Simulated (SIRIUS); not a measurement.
# Au (Fm-3m) in SIRIUS: further runs, part 2 of 3

SIRIUS 7.12.0.

## 4. Equation of state, PBE, 16.52 Å³/atom (volume scaled by 0.98)

sirius.json reads:

```json
{
  "control": {
    "processing_unit": "cpu",
    "std_evp_solver_name": "lapack",
    "gen_evp_solver_name": "lapack",
    "verbosity": 2,
    "print_forces": false,
    "ortho_rf": true,
    "use_second_variation": true,
    "rmt_max": 3.0,
    "num_bands_to_print": 24,
    "save_wf": true
  },
  "parameters": {
    "electronic_structure_method": "full_potential_lapwlo",
    "xc_functionals": ["XC_GGA_X_PBE", "XC_GGA_C_PBE"],
    "core_relativity": "dirac",
    "valence_relativity": "iora",
    "num_fv_states": 25,
    "smearing": "fermi_dirac",
    "smearing_width": 0.0018374661,
    "pw_cutoff": 20,
    "gk_cutoff": 3.51,
    "lmax_apw": 11,
    "lmax_rho": 8,
    "lmax_pot": 8,
    "num_mag_dims": 0,
    "auto_rmt": 0,
    "ngridk": [11, 11, 11],
    "shiftk": [0, 0, 0],
    "num_dft_iter": 80,
    "energy_tol": 1e-07,
    "density_tol": 1e-05,
    "use_symmetry": true
  },
  "settings": {"tol_ne": 1e-10},
  "iterative_solver": {"type": "exact"},
  "mixer": {"type": "anderson", "beta": 0.5, "max_history": 8},
  "unit_cell": {
    "lattice_vectors": [[0.0, 3.8197825393, 3.8197825393], [3.8197825393, 0.0, 3.8197825393], [3.8197825393, 3.8197825393, 0.0]],
    "atom_types": ["Au"],
    "atom_files": {"Au": "Au.json"},
    "atoms": {"Au": [[0.0, 0.0, 0.0]]}
  }
}
```

Au.json reads:

```json
{
  "name": "gold",
  "symbol": "Au",
  "number": 79,
  "mass": 196.966569,
  "rmin": 1e-06,
  "rmt": 2.62,
  "nrmt": 800,
  "rinf": 13.44,
  "core": "1s2s2p3s3p3d4s4p4d",
  "valence": [
    {"basis": [{"enu": 0.15, "dme": 0, "n": 0, "auto": 0}, {"enu": 0.15, "dme": 1, "n": 0, "auto": 0}]},
    {"l": 0, "n": 1, "basis": [{"enu": 0.25, "dme": 0, "n": 0, "auto": 0}]},
    {"l": 1, "n": 2, "basis": [{"enu": 0.25, "dme": 0, "n": 0, "auto": 0}]},
    {"l": 2, "n": 3, "basis": [{"enu": 0.25, "dme": 0, "n": 0, "auto": 0}]},
    {"l": 3, "n": 4, "basis": [{"enu": 0.25, "dme": 0, "n": 0, "auto": 0}]},
    {"l": 4, "n": 5, "basis": [{"enu": 0.25, "dme": 0, "n": 0, "auto": 0}]}
  ],
  "lo": [
    {"l": 0, "basis": [{"enu": 0.25, "dme": 0, "n": 0, "auto": 0}, {"enu": 0.25, "dme": 1, "n": 0, "auto": 0}]},
    {
      "l": 0,
      "basis": [{"enu": -3.5044, "dme": 0, "n": 5, "auto": 1}, {"enu": -3.5044, "dme": 1, "n": 5, "auto": 1}]
    },
    {
      "l": 0,
      "basis": [{"enu": -3.5044, "dme": 1, "n": 5, "auto": 1}, {"enu": 0.25, "dme": 0, "n": 0, "auto": 0}]
    },
    {"l": 0, "basis": [{"enu": 0.25, "dme": 0, "n": 0, "auto": 0}, {"enu": 2.5809, "dme": 0, "n": 0, "auto": 0}]},
    {"l": 1, "basis": [{"enu": 0.25, "dme": 0, "n": 0, "auto": 0}, {"enu": 0.25, "dme": 1, "n": 0, "auto": 0}]},
    {
      "l": 1,
      "basis": [{"enu": -1.7279, "dme": 0, "n": 5, "auto": 1}, {"enu": -1.7279, "dme": 1, "n": 5, "auto": 1}]
    },
    {
      "l": 1,
      "basis": [{"enu": -1.7279, "dme": 1, "n": 5, "auto": 1}, {"enu": 0.25, "dme": 0, "n": 0, "auto": 0}]
    },
    {"l": 1, "basis": [{"enu": 0.25, "dme": 0, "n": 0, "auto": 0}, {"enu": 2.9305, "dme": 0, "n": 0, "auto": 0}]},
    {"l": 2, "basis": [{"enu": 0.25, "dme": 0, "n": 0, "auto": 0}, {"enu": 0.25, "dme": 1, "n": 0, "auto": 0}]},
    {"l": 2, "basis": [{"enu": 0.25, "dme": 1, "n": 0, "auto": 0}, {"enu": 0.25, "dme": 2, "n": 0, "auto": 0}]},
    {"l": 2, "basis": [{"enu": 0.25, "dme": 0, "n": 0, "auto": 0}, {"enu": 2.5226, "dme": 0, "n": 0, "auto": 0}]},
    {"l": 3, "basis": [{"enu": 0.25, "dme": 0, "n": 0, "auto": 0}, {"enu": 0.25, "dme": 1, "n": 0, "auto": 0}]},
    {
      "l": 3,
      "basis": [{"enu": -2.5391, "dme": 0, "n": 4, "auto": 1}, {"enu": -2.5391, "dme": 1, "n": 4, "auto": 1}]
    },
    {
      "l": 3,
      "basis": [{"enu": -2.5391, "dme": 1, "n": 4, "auto": 1}, {"enu": 0.25, "dme": 0, "n": 0, "auto": 0}]
    },
    {"l": 3, "basis": [{"enu": 0.25, "dme": 0, "n": 0, "auto": 0}, {"enu": 3.6298, "dme": 0, "n": 0, "auto": 0}]},
    {"l": 4, "basis": [{"enu": 0.25, "dme": 0, "n": 0, "auto": 0}, {"enu": 0.25, "dme": 1, "n": 0, "auto": 0}]},
    {"l": 4, "basis": [{"enu": 0.25, "dme": 0, "n": 0, "auto": 0}, {"enu": 3.047, "dme": 0, "n": 0, "auto": 0}]}
  ],
  "free_atom": [... radial grid and density of the free atom, the start of the SCF ...]
}
```

sirius_start.json reads:

```json
{
  "control": {
    "processing_unit": "cpu",
    "std_evp_solver_name": "lapack",
    "gen_evp_solver_name": "lapack",
    "verbosity": 1,
    "print_forces": false,
    "ortho_rf": true,
    "use_second_variation": true,
    "rmt_max": 3.0,
    "num_bands_to_print": 24,
    "save_wf": false
  },
  "parameters": {
    "electronic_structure_method": "full_potential_lapwlo",
    "xc_functionals": ["XC_LDA_X", "XC_LDA_C_PW"],
    "core_relativity": "dirac",
    "valence_relativity": "iora",
    "num_fv_states": 25,
    "smearing": "fermi_dirac",
    "smearing_width": 0.0055123983,
    "pw_cutoff": 20,
    "gk_cutoff": 2.81,
    "lmax_apw": 11,
    "lmax_rho": 8,
    "lmax_pot": 8,
    "num_mag_dims": 0,
    "auto_rmt": 0,
    "ngridk": [4, 4, 4],
    "shiftk": [0, 0, 0],
    "num_dft_iter": 30,
    "energy_tol": 0.01,
    "density_tol": 0.05,
    "use_symmetry": true
  },
  "settings": {"tol_ne": 1e-10},
  "iterative_solver": {"type": "exact"},
  "mixer": {"type": "anderson", "beta": 0.5, "max_history": 8},
  "unit_cell": {
    "lattice_vectors": [[0.0, 3.8197825393, 3.8197825393], [3.8197825393, 0.0, 3.8197825393], [3.8197825393, 3.8197825393, 0.0]],
    "atom_types": ["Au"],
    "atom_files": {"Au": "Au.json"},
    "atoms": {"Au": [[0.0, 0.0, 0.0]]}
  }
}
```

Command:

```sh
OMP_NUM_THREADS=1 sirius.scf --input=sirius_start.json --output=start.json
OMP_NUM_THREADS=1 sirius.scf --input=sirius.json --output=output.json --task=1
```

Run time: 57 s. Hardware: 1 thread of Arm Neoverse N1, shared host; peak memory 0.34 GiB.

Results (log left out):

```yaml
Free_energy: -518320.1908 eV
Band_gap_on_the_k_mesh: none (metal or under the smearing width)
All_electrons_inside_the_program's_atomic_spheres: Au 77.88 (radii Au 2.62 bohr)
```

## 5. Equation of state, PBE, 16.85 Å³/atom

Changes to sirius.json since step 4:

```diff
@@ -39,3 +39,3 @@
   "unit_cell": {
-    "lattice_vectors": [[0.0, 3.8197825393, 3.8197825393], [3.8197825393, 0.0, 3.8197825393], [3.8197825393, 3.8197825393, 0.0]],
+    "lattice_vectors": [[0.0, 3.8455926636, 3.8455926636], [3.8455926636, 0.0, 3.8455926636], [3.8455926636, 3.8455926636, 0.0]],
     "atom_types": ["Au"],
```

Au.json reads:

```json
{
  "name": "gold",
  "symbol": "Au",
  "number": 79,
  "mass": 196.966569,
  "rmin": 1e-06,
  "rmt": 2.62,
  "nrmt": 800,
  "rinf": 13.44,
  "core": "1s2s2p3s3p3d4s4p4d",
  "valence": [
    {"basis": [{"enu": 0.13, "dme": 0, "n": 0, "auto": 0}, {"enu": 0.13, "dme": 1, "n": 0, "auto": 0}]},
    {"l": 0, "n": 1, "basis": [{"enu": 0.23, "dme": 0, "n": 0, "auto": 0}]},
    {"l": 1, "n": 2, "basis": [{"enu": 0.23, "dme": 0, "n": 0, "auto": 0}]},
    {"l": 2, "n": 3, "basis": [{"enu": 0.23, "dme": 0, "n": 0, "auto": 0}]},
    {"l": 3, "n": 4, "basis": [{"enu": 0.23, "dme": 0, "n": 0, "auto": 0}]},
    {"l": 4, "n": 5, "basis": [{"enu": 0.23, "dme": 0, "n": 0, "auto": 0}]}
  ],
  "lo": [
    {"l": 0, "basis": [{"enu": 0.23, "dme": 0, "n": 0, "auto": 0}, {"enu": 0.23, "dme": 1, "n": 0, "auto": 0}]},
    {
      "l": 0,
      "basis": [{"enu": -3.5244, "dme": 0, "n": 5, "auto": 1}, {"enu": -3.5244, "dme": 1, "n": 5, "auto": 1}]
    },
    {
      "l": 0,
      "basis": [{"enu": -3.5244, "dme": 1, "n": 5, "auto": 1}, {"enu": 0.23, "dme": 0, "n": 0, "auto": 0}]
    },
    {"l": 0, "basis": [{"enu": 0.23, "dme": 0, "n": 0, "auto": 0}, {"enu": 2.5609, "dme": 0, "n": 0, "auto": 0}]},
    {"l": 1, "basis": [{"enu": 0.23, "dme": 0, "n": 0, "auto": 0}, {"enu": 0.23, "dme": 1, "n": 0, "auto": 0}]},
    {
      "l": 1,
      "basis": [{"enu": -1.7479, "dme": 0, "n": 5, "auto": 1}, {"enu": -1.7479, "dme": 1, "n": 5, "auto": 1}]
    },
    {
      "l": 1,
      "basis": [{"enu": -1.7479, "dme": 1, "n": 5, "auto": 1}, {"enu": 0.23, "dme": 0, "n": 0, "auto": 0}]
    },
    {"l": 1, "basis": [{"enu": 0.23, "dme": 0, "n": 0, "auto": 0}, {"enu": 2.9105, "dme": 0, "n": 0, "auto": 0}]},
    {"l": 2, "basis": [{"enu": 0.23, "dme": 0, "n": 0, "auto": 0}, {"enu": 0.23, "dme": 1, "n": 0, "auto": 0}]},
    {"l": 2, "basis": [{"enu": 0.23, "dme": 1, "n": 0, "auto": 0}, {"enu": 0.23, "dme": 2, "n": 0, "auto": 0}]},
    {"l": 2, "basis": [{"enu": 0.23, "dme": 0, "n": 0, "auto": 0}, {"enu": 2.5026, "dme": 0, "n": 0, "auto": 0}]},
    {"l": 3, "basis": [{"enu": 0.23, "dme": 0, "n": 0, "auto": 0}, {"enu": 0.23, "dme": 1, "n": 0, "auto": 0}]},
    {
      "l": 3,
      "basis": [{"enu": -2.5591, "dme": 0, "n": 4, "auto": 1}, {"enu": -2.5591, "dme": 1, "n": 4, "auto": 1}]
    },
    {
      "l": 3,
      "basis": [{"enu": -2.5591, "dme": 1, "n": 4, "auto": 1}, {"enu": 0.23, "dme": 0, "n": 0, "auto": 0}]
    },
    {"l": 3, "basis": [{"enu": 0.23, "dme": 0, "n": 0, "auto": 0}, {"enu": 3.6098, "dme": 0, "n": 0, "auto": 0}]},
    {"l": 4, "basis": [{"enu": 0.23, "dme": 0, "n": 0, "auto": 0}, {"enu": 0.23, "dme": 1, "n": 0, "auto": 0}]},
    {"l": 4, "basis": [{"enu": 0.23, "dme": 0, "n": 0, "auto": 0}, {"enu": 3.027, "dme": 0, "n": 0, "auto": 0}]}
  ],
  "free_atom": [... radial grid and density of the free atom, the start of the SCF ...]
}
```

Changes to sirius_start.json since step 4:

```diff
@@ -39,3 +39,3 @@
   "unit_cell": {
-    "lattice_vectors": [[0.0, 3.8197825393, 3.8197825393], [3.8197825393, 0.0, 3.8197825393], [3.8197825393, 3.8197825393, 0.0]],
+    "lattice_vectors": [[0.0, 3.8455926636, 3.8455926636], [3.8455926636, 0.0, 3.8455926636], [3.8455926636, 3.8455926636, 0.0]],
     "atom_types": ["Au"],
```

Command:

```sh
OMP_NUM_THREADS=1 sirius.scf --input=sirius_start.json --output=start.json
OMP_NUM_THREADS=1 sirius.scf --input=sirius.json --output=output.json --task=1
```

Run time: 57 s. Hardware: 1 thread of Arm Neoverse N1, shared host; peak memory 0.34 GiB.

Results (log left out):

- Free energy: -518320.2178 eV
- Band gap on the k mesh: none (metal or under the smearing width)
- All electrons inside the program's atomic spheres: Au 77.85 (radii Au 2.62 bohr)

## 6. Equation of state, PBE, 17.19 Å³/atom (volume scaled by 1.02)

Changes to sirius.json since step 5:

```diff
@@ -39,3 +39,3 @@
   "unit_cell": {
-    "lattice_vectors": [[0.0, 3.8455926636, 3.8455926636], [3.8455926636, 0.0, 3.8455926636], [3.8455926636, 3.8455926636, 0.0]],
+    "lattice_vectors": [[0.0, 3.871060907, 3.871060907], [3.871060907, 0.0, 3.871060907], [3.871060907, 3.871060907, 0.0]],
     "atom_types": ["Au"],
```

Au.json reads:

```json
{
  "name": "gold",
  "symbol": "Au",
  "number": 79,
  "mass": 196.966569,
  "rmin": 1e-06,
  "rmt": 2.62,
  "nrmt": 800,
  "rinf": 13.44,
  "core": "1s2s2p3s3p3d4s4p4d",
  "valence": [
    {"basis": [{"enu": 0.12, "dme": 0, "n": 0, "auto": 0}, {"enu": 0.12, "dme": 1, "n": 0, "auto": 0}]},
    {"l": 0, "n": 1, "basis": [{"enu": 0.22, "dme": 0, "n": 0, "auto": 0}]},
    {"l": 1, "n": 2, "basis": [{"enu": 0.22, "dme": 0, "n": 0, "auto": 0}]},
    {"l": 2, "n": 3, "basis": [{"enu": 0.22, "dme": 0, "n": 0, "auto": 0}]},
    {"l": 3, "n": 4, "basis": [{"enu": 0.22, "dme": 0, "n": 0, "auto": 0}]},
    {"l": 4, "n": 5, "basis": [{"enu": 0.22, "dme": 0, "n": 0, "auto": 0}]}
  ],
  "lo": [
    {"l": 0, "basis": [{"enu": 0.22, "dme": 0, "n": 0, "auto": 0}, {"enu": 0.22, "dme": 1, "n": 0, "auto": 0}]},
    {
      "l": 0,
      "basis": [{"enu": -3.5344, "dme": 0, "n": 5, "auto": 1}, {"enu": -3.5344, "dme": 1, "n": 5, "auto": 1}]
    },
    {
      "l": 0,
      "basis": [{"enu": -3.5344, "dme": 1, "n": 5, "auto": 1}, {"enu": 0.22, "dme": 0, "n": 0, "auto": 0}]
    },
    {"l": 0, "basis": [{"enu": 0.22, "dme": 0, "n": 0, "auto": 0}, {"enu": 2.5509, "dme": 0, "n": 0, "auto": 0}]},
    {"l": 1, "basis": [{"enu": 0.22, "dme": 0, "n": 0, "auto": 0}, {"enu": 0.22, "dme": 1, "n": 0, "auto": 0}]},
    {
      "l": 1,
      "basis": [{"enu": -1.7579, "dme": 0, "n": 5, "auto": 1}, {"enu": -1.7579, "dme": 1, "n": 5, "auto": 1}]
    },
    {
      "l": 1,
      "basis": [{"enu": -1.7579, "dme": 1, "n": 5, "auto": 1}, {"enu": 0.22, "dme": 0, "n": 0, "auto": 0}]
    },
    {"l": 1, "basis": [{"enu": 0.22, "dme": 0, "n": 0, "auto": 0}, {"enu": 2.9005, "dme": 0, "n": 0, "auto": 0}]},
    {"l": 2, "basis": [{"enu": 0.22, "dme": 0, "n": 0, "auto": 0}, {"enu": 0.22, "dme": 1, "n": 0, "auto": 0}]},
    {"l": 2, "basis": [{"enu": 0.22, "dme": 1, "n": 0, "auto": 0}, {"enu": 0.22, "dme": 2, "n": 0, "auto": 0}]},
    {"l": 2, "basis": [{"enu": 0.22, "dme": 0, "n": 0, "auto": 0}, {"enu": 2.4926, "dme": 0, "n": 0, "auto": 0}]},
    {"l": 3, "basis": [{"enu": 0.22, "dme": 0, "n": 0, "auto": 0}, {"enu": 0.22, "dme": 1, "n": 0, "auto": 0}]},
    {
      "l": 3,
      "basis": [{"enu": -2.5691, "dme": 0, "n": 4, "auto": 1}, {"enu": -2.5691, "dme": 1, "n": 4, "auto": 1}]
    },
    {
      "l": 3,
      "basis": [{"enu": -2.5691, "dme": 1, "n": 4, "auto": 1}, {"enu": 0.22, "dme": 0, "n": 0, "auto": 0}]
    },
    {"l": 3, "basis": [{"enu": 0.22, "dme": 0, "n": 0, "auto": 0}, {"enu": 3.5998, "dme": 0, "n": 0, "auto": 0}]},
    {"l": 4, "basis": [{"enu": 0.22, "dme": 0, "n": 0, "auto": 0}, {"enu": 0.22, "dme": 1, "n": 0, "auto": 0}]},
    {"l": 4, "basis": [{"enu": 0.22, "dme": 0, "n": 0, "auto": 0}, {"enu": 3.017, "dme": 0, "n": 0, "auto": 0}]}
  ],
  "free_atom": [... radial grid and density of the free atom, the start of the SCF ...]
}
```

Changes to sirius_start.json since step 5:

```diff
@@ -39,3 +39,3 @@
   "unit_cell": {
-    "lattice_vectors": [[0.0, 3.8455926636, 3.8455926636], [3.8455926636, 0.0, 3.8455926636], [3.8455926636, 3.8455926636, 0.0]],
+    "lattice_vectors": [[0.0, 3.871060907, 3.871060907], [3.871060907, 0.0, 3.871060907], [3.871060907, 3.871060907, 0.0]],
     "atom_types": ["Au"],
```

Potentials or basis: all-electron FP-LAPW, apw+lo standard.

Command:

```sh
OMP_NUM_THREADS=1 sirius.scf --input=sirius_start.json --output=start.json
OMP_NUM_THREADS=1 sirius.scf --input=sirius.json --output=output.json --task=1
```

Wall time 57 s (1 thread of Arm Neoverse N1, shared host); peak memory 0.34 GiB.

Results (log left out):

| Item | Value |
| --- | --- |
| Free energy | -518320.2361 eV |
| Band gap on the k mesh | none (metal or under the smearing width) |
| All electrons inside the program's atomic spheres | Au 77.81 (radii Au 2.62 bohr) |

## 7. Equation of state, PBE, 17.53 Å³/atom (volume scaled by 1.04)

Changes to sirius.json since step 6:

```diff
@@ -39,3 +39,3 @@
   "unit_cell": {
-    "lattice_vectors": [[0.0, 3.871060907, 3.871060907], [3.871060907, 0.0, 3.871060907], [3.871060907, 3.871060907, 0.0]],
+    "lattice_vectors": [[0.0, 3.8961983705, 3.8961983705], [3.8961983705, 0.0, 3.8961983705], [3.8961983705, 3.8961983705, 0.0]],
     "atom_types": ["Au"],
```

Au.json reads:

```json
{
  "name": "gold",
  "symbol": "Au",
  "number": 79,
  "mass": 196.966569,
  "rmin": 1e-06,
  "rmt": 2.62,
  "nrmt": 800,
  "rinf": 13.44,
  "core": "1s2s2p3s3p3d4s4p4d",
  "valence": [
    {"basis": [{"enu": 0.11, "dme": 0, "n": 0, "auto": 0}, {"enu": 0.11, "dme": 1, "n": 0, "auto": 0}]},
    {"l": 0, "n": 1, "basis": [{"enu": 0.21, "dme": 0, "n": 0, "auto": 0}]},
    {"l": 1, "n": 2, "basis": [{"enu": 0.21, "dme": 0, "n": 0, "auto": 0}]},
    {"l": 2, "n": 3, "basis": [{"enu": 0.21, "dme": 0, "n": 0, "auto": 0}]},
    {"l": 3, "n": 4, "basis": [{"enu": 0.21, "dme": 0, "n": 0, "auto": 0}]},
    {"l": 4, "n": 5, "basis": [{"enu": 0.21, "dme": 0, "n": 0, "auto": 0}]}
  ],
  "lo": [
    {"l": 0, "basis": [{"enu": 0.21, "dme": 0, "n": 0, "auto": 0}, {"enu": 0.21, "dme": 1, "n": 0, "auto": 0}]},
    {
      "l": 0,
      "basis": [{"enu": -3.5444, "dme": 0, "n": 5, "auto": 1}, {"enu": -3.5444, "dme": 1, "n": 5, "auto": 1}]
    },
    {
      "l": 0,
      "basis": [{"enu": -3.5444, "dme": 1, "n": 5, "auto": 1}, {"enu": 0.21, "dme": 0, "n": 0, "auto": 0}]
    },
    {"l": 0, "basis": [{"enu": 0.21, "dme": 0, "n": 0, "auto": 0}, {"enu": 2.5409, "dme": 0, "n": 0, "auto": 0}]},
    {"l": 1, "basis": [{"enu": 0.21, "dme": 0, "n": 0, "auto": 0}, {"enu": 0.21, "dme": 1, "n": 0, "auto": 0}]},
    {
      "l": 1,
      "basis": [{"enu": -1.7679, "dme": 0, "n": 5, "auto": 1}, {"enu": -1.7679, "dme": 1, "n": 5, "auto": 1}]
    },
    {
      "l": 1,
      "basis": [{"enu": -1.7679, "dme": 1, "n": 5, "auto": 1}, {"enu": 0.21, "dme": 0, "n": 0, "auto": 0}]
    },
    {"l": 1, "basis": [{"enu": 0.21, "dme": 0, "n": 0, "auto": 0}, {"enu": 2.8905, "dme": 0, "n": 0, "auto": 0}]},
    {"l": 2, "basis": [{"enu": 0.21, "dme": 0, "n": 0, "auto": 0}, {"enu": 0.21, "dme": 1, "n": 0, "auto": 0}]},
    {"l": 2, "basis": [{"enu": 0.21, "dme": 1, "n": 0, "auto": 0}, {"enu": 0.21, "dme": 2, "n": 0, "auto": 0}]},
    {"l": 2, "basis": [{"enu": 0.21, "dme": 0, "n": 0, "auto": 0}, {"enu": 2.4826, "dme": 0, "n": 0, "auto": 0}]},
    {"l": 3, "basis": [{"enu": 0.21, "dme": 0, "n": 0, "auto": 0}, {"enu": 0.21, "dme": 1, "n": 0, "auto": 0}]},
    {
      "l": 3,
      "basis": [{"enu": -2.5791, "dme": 0, "n": 4, "auto": 1}, {"enu": -2.5791, "dme": 1, "n": 4, "auto": 1}]
    },
    {
      "l": 3,
      "basis": [{"enu": -2.5791, "dme": 1, "n": 4, "auto": 1}, {"enu": 0.21, "dme": 0, "n": 0, "auto": 0}]
    },
    {"l": 3, "basis": [{"enu": 0.21, "dme": 0, "n": 0, "auto": 0}, {"enu": 3.5898, "dme": 0, "n": 0, "auto": 0}]},
    {"l": 4, "basis": [{"enu": 0.21, "dme": 0, "n": 0, "auto": 0}, {"enu": 0.21, "dme": 1, "n": 0, "auto": 0}]},
    {"l": 4, "basis": [{"enu": 0.21, "dme": 0, "n": 0, "auto": 0}, {"enu": 3.007, "dme": 0, "n": 0, "auto": 0}]}
  ],
  "free_atom": [... radial grid and density of the free atom, the start of the SCF ...]
}
```

Changes to sirius_start.json since step 6:

```diff
@@ -39,3 +39,3 @@
   "unit_cell": {
-    "lattice_vectors": [[0.0, 3.871060907, 3.871060907], [3.871060907, 0.0, 3.871060907], [3.871060907, 3.871060907, 0.0]],
+    "lattice_vectors": [[0.0, 3.8961983705, 3.8961983705], [3.8961983705, 0.0, 3.8961983705], [3.8961983705, 3.8961983705, 0.0]],
     "atom_types": ["Au"],
```

Command:

```sh
OMP_NUM_THREADS=1 sirius.scf --input=sirius_start.json --output=start.json
OMP_NUM_THREADS=1 sirius.scf --input=sirius.json --output=output.json --task=1
```

It took 58 s on 1 thread of Arm Neoverse N1, shared host; peak memory 0.34 GiB.

It converged, with:

- Free energy: -518320.2471 eV
- Band gap on the k mesh: none (metal or under the smearing width)
- All electrons inside the program's atomic spheres: Au 77.78 (radii Au 2.62 bohr)

[end of part 2 of 3]
